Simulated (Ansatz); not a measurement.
# Molybdenum, hcp under LDA: from relaxation to bulk modulus, part 2 of 2

The plan for molybdenum in the hcp structure: relax it, solve it on a dense k-mesh, switch on spin-orbit coupling, then scale the cell to 7 volumes from 88 to 112 % of the relaxed one and try a fit of the equation of state. The k-meshes are 13×13×7 for the relaxation; 22×22×11 for the dense run; 13×13×7 for spin-orbit coupling; 15×15×8 for the volumes.

Ansatz 0.2.0; DFT, LDA (PW92), plane waves (420 eV) with PAW, scalar-relativistic.

### Step 4. With spin-orbit coupling

This is Mo in the hcp structure; at room conditions it is bcc.

input.yaml reads:

```yaml
crystal:
  lattice:
    - [2.7193384109, 0.0, 0.0]
    - [-1.3596692054, 2.3550161453, 0.0]
    - [0.0, 0.0, 4.7844624482]
  atoms:
    - { symbol: Mo, position: [0.3333333333, 0.6666666667, 0.25] }
    - { symbol: Mo, position: [0.6666666667, 0.3333333333, 0.75] }
hamiltonian:
  xc: lda
  pseudopotentials:
    kind: paw_fr
    azcp:
      Mo: "pseudopotentials/Mo.paw.azcp"
basis:
  ecutwfc: 420
  fft_grid_basis: typed
kpoints:
  mp_grid: { grid: [13, 13, 7], shift: [0, 0, 0] }
magnetization:
  noncollinear: true
  spin_orbit: true
scf:
  occupations: { method: fermi_dirac, width: 0.1 }
output:
  write_density: true
  write_potential: true
  elf: true
  volumetric_format: npy
```

Log, shortened:

```text
Warning: <dir> the record states the generating functional pbe (its physics header spells it `PBE`), which answers neither for hamiltonian.xc's functional nor for the lda family's — results may be inconsistent (PPs are generated against a specific XC)
Warning: RAYON_NUM_THREADS=2 ignored (pool sized by the plan → 2); use --threads N
[...]
Pseudopotentials: kind: paw_fr
Pseudopotential: Mo, paw_fr, valence charge 14, recommended cutoff 420 eV (normal), <dir>
Functional definition: SPW92
[...]
non-collinear run that drives no moment, with spin-orbit: no starting moment large enough to seed its density (crystal.atoms[].spin), no starting occupations that ask for one, no magnetisation constraint and no magnetic field, so the semilocal B_xc is pinned to zero
Crystal: 2 atoms, lattice volume = 30.640 Å³
Basis set: ecut = 420 eV, 597 PW (Γ)
Bands: 36, of which v1, the nominal top of the filled ones, is band 28 counted from 1 (27 counted from 0)
Symmetry: 24 space group operations + 24 with time reversal
[...]
Projection manifold: j_resolved (fully-relativistic pseudo-atomic orbitals)
[...]
SCF iter   1: F=—  HF=-9688.362690 eV  |F-HF|=—  |Δ(HF+E_count)|=         —  Δρ=1.02e-1  dr2=3.11e0  dr2_m=0.00e0 (ungated)  ethr=3.10e-3  |M|=0.00e0 ∫|m|=0.00e0 μB  |m|>n=0.0e0 m-floor=0.0e0 τ_xc=0.0e0  β_m=0.30  ⟨swp⟩=5.8  Hψ=7069  notcnv=0
[...]
spin=Noncollinear: Kerker preconditioning applied to the charge; magnetization (m_x, m_y, m_z) channels mix plain (no charge-response kernel on spin).
[...]
SCF iter   7: F=-9687.129625 eV  HF=-9687.129625 eV  |F-HF|=1.69e-9  |Δ(HF+E_count)|=   3.51e-9  Δρ=4.22e-6  dr2=4.06e-9  dr2_m=0.00e0 (ungated)  ethr=2.98e-10  |M|=0.00e0 ∫|m|=0.00e0 μB  |m|>n=0.0e0 m-floor=0.0e0 τ_xc=0.0e0  ⟨swp⟩=1.0  Hψ=4812  notcnv=0
[...]
SCF converged after 7 iterations
Magnetization: |M| = 0.0000 μB,  M = (+0.0000, +0.0000, +0.0000) μB
Absolute magnetization: 0.0000 μB (∫|m|)
  site 0: m = (+0.0000, +0.0000, +0.0000) μB, |m| = 0.0000 μB  (R = 1.12 Å)
  site 1: m = (+0.0000, +0.0000, +0.0000) μB, |m| = 0.0000 μB  (R = 1.12 Å)
Free energy (F): -9687.129625 eV
[...]
E sigma→0 (E₀):  -9687.085096 eV
Entropy (-TS):   -0.089058 eV (-44.529 meV/atom)
Fermi energy:    20.999715 eV
[...]
--- Band table (eV; the first three rows and the last of 84) ---
[...]
```

Wall time 15 s (2 threads of Arm Neoverse N1, shared host); peak memory 0.43 GiB.

Side by side:

|  | scalar-relativistic | with spin-orbit coupling |
| --- | --- | --- |
| k-mesh | 22×22×11 | 13×13×7 |
| gap on the mesh | none (levels filled in part) | none (levels filled in part) |

The meshes differ, so small differences between the columns need not come from spin-orbit coupling.

Density in a lattice plane of the grid's cell (edges 2.72 and 4.78 Å, at 0.333 of the third edge), which holds Mo.

Ten even steps from ' ' (0.25 e/Å³) to '@' (6.57 e/Å³):
```
                            
              ..::----::..  
            ::==**####++--..
..        ..--##@@@@@@%%**::
..        ..==%%@@@@@@@@##--
..        ..--##@@@@@@%%**::
            ::==**####++--..
              ..::----::..  
                            
                            
                            
                            
    ....                    
....::::..                  
..::::::....                
....::::..                  
    ....                    
                            
                            
                            
```
Columns run along the first of these edges and rows up along the second, over one cell in 14 and 20 even steps from the bottom left corner. Atoms in the plane (fractional): Mo at (0.67, 0.75).

ELF in the same plane.

Ten even steps from ' ' (0.20) to '@' (0.74):
```
  ::--::..      ::--::..    
  ..::::    ..==##%%%%**--  
    ::..  ..++%%@@@@@@@@##==
::  ......==%%@@%%****@@@@##
--........++@@@@**::--##@@%%
::  ......==%%@@%%****@@@@##
    ::..  ..++%%@@@@@@@@##==
  ..::::    ..==##%%%%**--  
  ::--::..      ::--::..    
..::........................
          ..::----====----::
            ..--==++++==::  
  ..::::....  ::--====--..  
::==++++==::....::----::....
--++****++--....::----..  ..
::==++++==::....::----::....
  ..::::....  ::--====--..  
            ..--==++++==::  
          ..::----====----::
..::........................
```
Columns run along the first of these edges and rows up along the second, over one cell in 14 and 20 even steps from the bottom left corner. Atoms in the plane (fractional): Mo at (0.67, 0.75).

Both are smooth fields of the valence electrons: close to the nuclei they are not physical.

The highest ELF values outside the cores: 0.49 between the atoms, 1.6 Å from Mo.

### Step 5. Equation of state: 88 %

input.yaml reads:

```yaml
crystal:
  lattice:
    - [2.605898412, 0.0, 0.0]
    - [-1.302949206, 2.2567742245, 0.0]
    - [0.0, 0.0, 4.584873676]
  atoms:
    - { symbol: Mo, position: [0.3333333333, 0.6666666667, 0.25] }
    - { symbol: Mo, position: [0.6666666667, 0.3333333333, 0.75] }
hamiltonian:
  xc: lda
  pseudopotentials:
    kind: paw
    azcp:
      Mo: "pseudopotentials/Mo.paw.azcp"
basis:
  ecutwfc: 420
  fft_grid_basis: typed
kpoints:
  mp_grid: { grid: [15, 15, 8], shift: [0, 0, 0] }
magnetization:
  spin_polarized: false
scf:
  occupations: { method: fermi_dirac, width: 0.1 }
  lower_state_search: "off"
output:
  stress: true
```

Log, shortened:

```text
Warning: <dir> the record states the generating functional pbe (its physics header spells it `PBE`), which answers neither for hamiltonian.xc's functional nor for the lda family's — results may be inconsistent (PPs are generated against a specific XC)
Warning: RAYON_NUM_THREADS=2 ignored (pool sized by the plan → 2); use --threads N
[...]
Pseudopotentials: kind: paw
Pseudopotential: Mo, paw, valence charge 14, recommended cutoff 420 eV (normal), <dir>
Functional definition: SPW92
[...]
Crystal: 2 atoms, lattice volume = 26.963 Å³
Basis set: ecut = 420 eV, 549 PW (Γ)
Bands: 18, of which v1, the nominal top of the filled ones, is band 14 counted from 1 (13 counted from 0)
Symmetry: 24 space group operations
Space group: P63/mmc (ITA 194), of the structure as read, at distance tolerance 3.0e-5 Å
k-points: 135 of 1800
[...]
SCF iter   1: F=—  HF=-9684.409260 eV  |F-HF|=—  |Δ(HF+E_count)|=         —  Δρ=1.06e-2  dr2=1.31e-2  ethr=1.77e-3  ⟨swp⟩=5.0  Hψ=10969  notcnv=0
[...]
SCF iter   6: F=-9684.406699 eV  HF=-9684.406699 eV  |F-HF|=1.19e-8  |Δ(HF+E_count)|=   1.62e-7  Δρ=9.99e-6  dr2=1.50e-8  ethr=3.57e-10  ⟨swp⟩=4.0  Hψ=8545  notcnv=0
[...]
SCF converged after 6 iterations
Free energy (F): -9684.406699 eV
[...]
E sigma→0 (E₀):  -9684.368419 eV
Entropy (-TS):   -0.076559 eV (-38.280 meV/atom)
Fermi energy:    24.336497 eV
[...]
--- Stress (GPa, compression-positive) ---
       46.667698      -0.000000       0.000000
        0.000000      46.667698       0.000000
        0.000000       0.000000      40.032785
  P = ⅓ Tr σ = 44.4561 GPa (444.561 kbar)
```

It took 2.4 s on 2 threads of Arm Neoverse N1, shared host; peak memory 0.32 GiB.

### Step 6. Equation of state: 92 %

input.yaml, as its differences from that of step 5:

```diff
@@ -2,5 +2,5 @@
   lattice:
-    - [2.605898412, 0.0, 0.0]
-    - [-1.302949206, 2.2567742245, 0.0]
-    - [0.0, 0.0, 4.584873676]
+    - [2.6447981531, 0.0, 0.0]
+    - [-1.3223990766, 2.2904623885, 0.0]
+    - [0.0, 0.0, 4.6533147166]
   atoms:
```

Log, shortened:

```text
Warning: <dir> the record states the generating functional pbe (its physics header spells it `PBE`), which answers neither for hamiltonian.xc's functional nor for the lda family's — results may be inconsistent (PPs are generated against a specific XC)
Warning: RAYON_NUM_THREADS=2 ignored (pool sized by the plan → 2); use --threads N
[...]
Pseudopotentials: kind: paw
Pseudopotential: Mo, paw, valence charge 14, recommended cutoff 420 eV (normal), <dir>
Functional definition: SPW92
[...]
Crystal: 2 atoms, lattice volume = 28.189 Å³
Basis set: ecut = 420 eV, 549 PW (Γ)
Bands: 18, of which v1, the nominal top of the filled ones, is band 14 counted from 1 (13 counted from 0)
Symmetry: 24 space group operations
Space group: P63/mmc (ITA 194), of the structure as read, at distance tolerance 3.0e-5 Å
k-points: 135 of 1800
[...]
SCF iter   1: F=—  HF=-9684.679371 eV  |F-HF|=—  |Δ(HF+E_count)|=         —  Δρ=9.79e-3  dr2=1.29e-2  ethr=1.77e-3  ⟨swp⟩=5.0  Hψ=10962  notcnv=0
[...]
SCF iter   6: F=-9684.676443 eV  HF=-9684.676443 eV  |F-HF|=1.11e-9  |Δ(HF+E_count)|=   1.53e-7  Δρ=5.21e-6  dr2=2.63e-9  ethr=3.57e-10  ⟨swp⟩=4.0  Hψ=8555  notcnv=0
[...]
SCF converged after 6 iterations
Free energy (F): -9684.676443 eV
[...]
E sigma→0 (E₀):  -9684.637234 eV
Entropy (-TS):   -0.078418 eV (-39.209 meV/atom)
Fermi energy:    23.123007 eV
[...]
--- Stress (GPa, compression-positive) ---
       27.902392      -0.000000       0.000000
        0.000000      27.902392       0.000000
        0.000000       0.000000      24.158202
  P = ⅓ Tr σ = 26.6543 GPa (266.543 kbar)
```

It took 2.5 s on 2 threads of Arm Neoverse N1, shared host; peak memory 0.32 GiB.

### Step 7. Equation of state: 96 %

input.yaml, as its differences from that of step 6:

```diff
@@ -2,5 +2,5 @@
   lattice:
-    - [2.6447981531, 0.0, 0.0]
-    - [-1.3223990766, 2.2904623885, 0.0]
-    - [0.0, 0.0, 4.6533147166]
+    - [2.6825860892, 0.0, 0.0]
+    - [-1.3412930446, 2.3231877011, 0.0]
+    - [0.0, 0.0, 4.7197996236]
   atoms:
```

Log, shortened:

```text
Warning: <dir> the record states the generating functional pbe (its physics header spells it `PBE`), which answers neither for hamiltonian.xc's functional nor for the lda family's — results may be inconsistent (PPs are generated against a specific XC)
Warning: RAYON_NUM_THREADS=2 ignored (pool sized by the plan → 2); use --threads N
[...]
Pseudopotentials: kind: paw
Pseudopotential: Mo, paw, valence charge 14, recommended cutoff 420 eV (normal), <dir>
Functional definition: SPW92
[...]
Crystal: 2 atoms, lattice volume = 29.415 Å³
Basis set: ecut = 420 eV, 573 PW (Γ)
Bands: 18, of which v1, the nominal top of the filled ones, is band 14 counted from 1 (13 counted from 0)
Symmetry: 24 space group operations
Space group: P63/mmc (ITA 194), of the structure as read, at distance tolerance 3.1e-5 Å
k-points: 135 of 1800
[...]
SCF iter   1: F=—  HF=-9684.825787 eV  |F-HF|=—  |Δ(HF+E_count)|=         —  Δρ=9.08e-3  dr2=1.26e-2  ethr=1.77e-3  ⟨swp⟩=5.1  Hψ=10968  notcnv=0
[...]
SCF iter   6: F=-9684.822651 eV  HF=-9684.822651 eV  |F-HF|=1.77e-9  |Δ(HF+E_count)|=   5.84e-8  Δρ=5.14e-6  dr2=5.13e-9  ethr=3.57e-10  ⟨swp⟩=4.0  Hψ=8525  notcnv=0
[...]
SCF converged after 6 iterations
Free energy (F): -9684.822651 eV
[...]
E sigma→0 (E₀):  -9684.782387 eV
Entropy (-TS):   -0.080527 eV (-40.263 meV/atom)
Fermi energy:    22.008590 eV
[...]
--- Stress (GPa, compression-positive) ---
       12.541305      -0.000000       0.000000
        0.000000      12.541305       0.000000
        0.000000       0.000000      11.086969
  P = ⅓ Tr σ = 12.0565 GPa (120.565 kbar)
```

Run time: 2.6 s. Hardware: 2 threads of Arm Neoverse N1, shared host; peak memory 0.32 GiB.

### Step 8. Equation of state: 100 %

input.yaml, as its differences from that of step 7:

```diff
@@ -2,5 +2,5 @@
   lattice:
-    - [2.6825860892, 0.0, 0.0]
-    - [-1.3412930446, 2.3231877011, 0.0]
-    - [0.0, 0.0, 4.7197996236]
+    - [2.7193384109, 0.0, 0.0]
+    - [-1.3596692054, 2.3550161453, 0.0]
+    - [0.0, 0.0, 4.7844624482]
   atoms:
```

Log, shortened:

```text
Warning: <dir> the record states the generating functional pbe (its physics header spells it `PBE`), which answers neither for hamiltonian.xc's functional nor for the lda family's — results may be inconsistent (PPs are generated against a specific XC)
Warning: RAYON_NUM_THREADS=2 ignored (pool sized by the plan → 2); use --threads N
[...]
Pseudopotentials: kind: paw
Pseudopotential: Mo, paw, valence charge 14, recommended cutoff 420 eV (normal), <dir>
Functional definition: SPW92
[...]
Crystal: 2 atoms, lattice volume = 30.640 Å³
Basis set: ecut = 420 eV, 597 PW (Γ)
Bands: 18, of which v1, the nominal top of the filled ones, is band 14 counted from 1 (13 counted from 0)
Symmetry: 24 space group operations
Space group: P63/mmc (ITA 194), of the structure as read, at distance tolerance 3.1e-5 Å
k-points: 135 of 1800
[...]
SCF iter   1: F=—  HF=-9684.870819 eV  |F-HF|=—  |Δ(HF+E_count)|=         —  Δρ=8.50e-3  dr2=1.23e-2  ethr=1.77e-3  ⟨swp⟩=5.1  Hψ=11011  notcnv=0
[...]
SCF iter   6: F=-9684.867637 eV  HF=-9684.867637 eV  |F-HF|=1.73e-9  |Δ(HF+E_count)|=   3.77e-8  Δρ=5.17e-6  dr2=5.42e-9  ethr=3.57e-10  ⟨swp⟩=4.0  Hψ=7746  notcnv=0
[...]
SCF converged after 6 iterations
Free energy (F): -9684.867637 eV
[...]
E sigma→0 (E₀):  -9684.826090 eV
Entropy (-TS):   -0.083094 eV (-41.547 meV/atom)
Fermi energy:    20.981032 eV
[...]
--- Stress (GPa, compression-positive) ---
       -0.026504       0.000000       0.000000
        0.000000      -0.026504      -0.000000
        0.000000      -0.000000       0.372565
  P = ⅓ Tr σ = 0.1065 GPa (1.065 kbar)
```

Wall time 2.5 s (2 threads of Arm Neoverse N1, shared host); peak memory 0.32 GiB.

### Step 9. Equation of state: 104 %

input.yaml, as its differences from that of step 8:

```diff
@@ -2,5 +2,5 @@
   lattice:
-    - [2.7193384109, 0.0, 0.0]
-    - [-1.3596692054, 2.3550161453, 0.0]
-    - [0.0, 0.0, 4.7844624482]
+    - [2.7551232831, 0.0, 0.0]
+    - [-1.3775616416, 2.3860067538, 0.0]
+    - [0.0, 0.0, 4.8474231216]
   atoms:
@@ -26 +26,5 @@
   stress: true
+  write_density: true
+  write_potential: true
+  elf: true
+  volumetric_format: npy
```

Log, shortened:

```text
Warning: <dir> the record states the generating functional pbe (its physics header spells it `PBE`), which answers neither for hamiltonian.xc's functional nor for the lda family's — results may be inconsistent (PPs are generated against a specific XC)
Warning: RAYON_NUM_THREADS=2 ignored (pool sized by the plan → 2); use --threads N
[...]
Pseudopotentials: kind: paw
Pseudopotential: Mo, paw, valence charge 14, recommended cutoff 420 eV (normal), <dir>
Functional definition: SPW92
[...]
Crystal: 2 atoms, lattice volume = 31.866 Å³
Basis set: ecut = 420 eV, 647 PW (Γ)
Bands: 18, of which v1, the nominal top of the filled ones, is band 14 counted from 1 (13 counted from 0)
Symmetry: 24 space group operations
Space group: P63/mmc (ITA 194), of the structure as read, at distance tolerance 3.2e-5 Å
k-points: 135 of 1800
[...]
SCF iter   1: F=—  HF=-9684.832626 eV  |F-HF|=—  |Δ(HF+E_count)|=         —  Δρ=8.05e-3  dr2=1.18e-2  ethr=1.77e-3  ⟨swp⟩=5.1  Hψ=11036  notcnv=0
[...]
SCF iter   6: F=-9684.829846 eV  HF=-9684.829846 eV  |F-HF|=1.61e-9  |Δ(HF+E_count)|=   1.18e-8  Δρ=4.92e-6  dr2=5.61e-9  ethr=3.57e-10  ⟨swp⟩=7.0  Hψ=13456  notcnv=0
[...]
SCF converged after 6 iterations
Free energy (F): -9684.829846 eV
[...]
E sigma→0 (E₀):  -9684.786771 eV
Entropy (-TS):   -0.086150 eV (-43.075 meV/atom)
Fermi energy:    20.029960 eV
[...]
--- Stress (GPa, compression-positive) ---
      -10.289871      -0.000000       0.000000
       -0.000000     -10.289871       0.000000
        0.000000       0.000000      -8.385111
  P = ⅓ Tr σ = -9.6550 GPa (-96.550 kbar)
--- Band table (eV; the first three rows and the last of 135) ---
  k-point 0: bands = ["-40.6503", "-40.4793", "-15.2890", "-14.1685", "-14.0442", "-14.0442", "-13.9293", "-13.9293", "13.1832", "15.2959", "18.4085", "19.3763", "19.3763", "19.9000", "19.9000", "20.8069", "21.4228", "21.4228"]
[...]
```

It took 3.8 s on 2 threads of Arm Neoverse N1, shared host; peak memory 0.33 GiB.

### Step 10. Equation of state: 108 %

input.yaml, as its differences from that of step 9:

```diff
@@ -2,5 +2,5 @@
   lattice:
-    - [2.7551232831, 0.0, 0.0]
-    - [-1.3775616416, 2.3860067538, 0.0]
-    - [0.0, 0.0, 4.8474231216]
+    - [2.7900019641, 0.0, 0.0]
+    - [-1.395000982, 2.4162125775, 0.0]
+    - [0.0, 0.0, 4.9087894225]
   atoms:
@@ -26,5 +26 @@
   stress: true
-  write_density: true
-  write_potential: true
-  elf: true
-  volumetric_format: npy
```

Log, shortened:

```text
Warning: <dir> the record states the generating functional pbe (its physics header spells it `PBE`), which answers neither for hamiltonian.xc's functional nor for the lda family's — results may be inconsistent (PPs are generated against a specific XC)
Warning: RAYON_NUM_THREADS=2 ignored (pool sized by the plan → 2); use --threads N
[...]
Pseudopotentials: kind: paw
Pseudopotential: Mo, paw, valence charge 14, recommended cutoff 420 eV (normal), <dir>
Functional definition: SPW92
[...]
Crystal: 2 atoms, lattice volume = 33.091 Å³
Basis set: ecut = 420 eV, 665 PW (Γ)
Bands: 18, of which v1, the nominal top of the filled ones, is band 14 counted from 1 (13 counted from 0)
Symmetry: 24 space group operations
Space group: P63/mmc (ITA 194), of the structure as read, at distance tolerance 3.2e-5 Å
k-points: 135 of 1800
[...]
SCF iter   1: F=—  HF=-9684.726975 eV  |F-HF|=—  |Δ(HF+E_count)|=         —  Δρ=7.65e-3  dr2=1.12e-2  ethr=1.77e-3  ⟨swp⟩=5.1  Hψ=11073  notcnv=0
[...]
SCF iter   6: F=-9684.724525 eV  HF=-9684.724525 eV  |F-HF|=1.53e-9  |Δ(HF+E_count)|=   1.45e-8  Δρ=5.00e-6  dr2=6.22e-9  ethr=3.57e-10  ⟨swp⟩=4.0  Hψ=7567  notcnv=0
[...]
SCF converged after 6 iterations
Free energy (F): -9684.724525 eV
[...]
E sigma→0 (E₀):  -9684.679703 eV
Entropy (-TS):   -0.089645 eV (-44.822 meV/atom)
Fermi energy:    19.146708 eV
[...]
--- Stress (GPa, compression-positive) ---
      -18.646610      -0.000000       0.000000
        0.000000     -18.646610       0.000000
        0.000000       0.000000     -15.527740
  P = ⅓ Tr σ = -17.6070 GPa (-176.070 kbar)
```

Run time: 3.1 s. Hardware: 2 threads of Arm Neoverse N1, shared host; peak memory 0.33 GiB.

### Step 11. Equation of state: 112 %

input.yaml, as its differences from that of step 10:

```diff
@@ -2,5 +2,5 @@
   lattice:
-    - [2.7900019641, 0.0, 0.0]
-    - [-1.395000982, 2.4162125775, 0.0]
-    - [0.0, 0.0, 4.9087894225]
+    - [2.8240297319, 0.0, 0.0]
+    - [-1.4120148659, 2.4456814889, 0.0]
+    - [0.0, 0.0, 4.9686586086]
   atoms:
```

Log, shortened:

```text
Warning: <dir> the record states the generating functional pbe (its physics header spells it `PBE`), which answers neither for hamiltonian.xc's functional nor for the lda family's — results may be inconsistent (PPs are generated against a specific XC)
Warning: RAYON_NUM_THREADS=2 ignored (pool sized by the plan → 2); use --threads N
[...]
Pseudopotentials: kind: paw
Pseudopotential: Mo, paw, valence charge 14, recommended cutoff 420 eV (normal), <dir>
Functional definition: SPW92
[...]
Crystal: 2 atoms, lattice volume = 34.317 Å³
Basis set: ecut = 420 eV, 677 PW (Γ)
Bands: 18, of which v1, the nominal top of the filled ones, is band 14 counted from 1 (13 counted from 0)
Symmetry: 24 space group operations
Space group: P63/mmc (ITA 194), of the structure as read, at distance tolerance 3.2e-5 Å
k-points: 135 of 1800
[...]
SCF iter   1: F=—  HF=-9684.566366 eV  |F-HF|=—  |Δ(HF+E_count)|=         —  Δρ=7.33e-3  dr2=1.06e-2  ethr=1.77e-3  ⟨swp⟩=5.1  Hψ=11078  notcnv=0
[...]
SCF iter   6: F=-9684.564282 eV  HF=-9684.564282 eV  |F-HF|=1.12e-9  |Δ(HF+E_count)|=   3.13e-8  Δρ=4.23e-6  dr2=4.73e-9  ethr=3.57e-10  ⟨swp⟩=4.0  Hψ=8012  notcnv=0
[...]
SCF converged after 6 iterations
Free energy (F): -9684.564282 eV
[...]
E sigma→0 (E₀):  -9684.517532 eV
Entropy (-TS):   -0.093499 eV (-46.750 meV/atom)
Fermi energy:    18.323998 eV
[...]
--- Stress (GPa, compression-positive) ---
      -25.424234       0.000000       0.000000
        0.000000     -25.424234       0.000000
        0.000000       0.000000     -21.336330
  P = ⅓ Tr σ = -24.0616 GPa (-240.616 kbar)
```

Run time: 3.2 s. Hardware: 2 threads of Arm Neoverse N1, shared host; peak memory 0.33 GiB.

### Step 12. Energy and pressure against volume

All volumes keep the relaxed shape and fractional coordinates.

| V (Å³/atom) | E − E₀ (meV/atom) | P from the stress (GPa) | P from the fit (GPa) |
| --- | --- | --- | --- |
| 13.482 | 228.8 | 44.46 | 44.47 |
| 14.094 | 94.3 | 26.65 | 26.50 |
| 14.707 | 21.8 | 12.06 | 11.87 |
| 15.320 | -0.1 | 0.11 | -0.07 |
| 15.933 | 19.6 | -9.65 | -9.84 |
| 16.546 | 73.1 | -17.61 | -17.85 |
| 17.158 | 154.2 | -24.06 | -24.41 |

Fit (Birch-Murnaghan, third order): V₀ = 15.316 Å³/atom, B₀ = 270 GPa, B₀′ = 4.0, largest residual 0.10 meV/atom.

Fit and stress differ a little: one follows E(σ → 0), the other the smeared free energy.

### Step 13. What came out

What follows sums up all 2 parts.

| quantity | value |
| --- | --- |
| space group (spins left aside) | P6_3/mmc (No. 194) |
| conventional cell | a = 2.719 Å, c = 4.784 Å (c/a = 1.759) |
| volume | 15.320 Å³/atom |
| shortest distance | 2.719 Å |
| gap on the mesh | none (levels filled in part) |
| relative to bcc | +450 meV/atom |
| V₀, B₀, B₀′ | 15.316 Å³/atom, 270 GPa, 4.0 |

**Reading.** The relaxation shrank the cell by 1.7 % in volume. It lies 450 meV/atom above the element's reference form at the same level (bcc, from a run of its own), so it is far from stable. No gap shows: it is a metal or semimetal at this level. The total energy of the spin-orbit run lies -1.1 eV/atom from the scalar one, but the two kinds of run don't share a zero of energy: only differences within one kind count. B₀ comes out at 270 GPa; letting shape and positions relax at each volume could only lower it. Relaxation kept the symmetry; phonons were not checked.
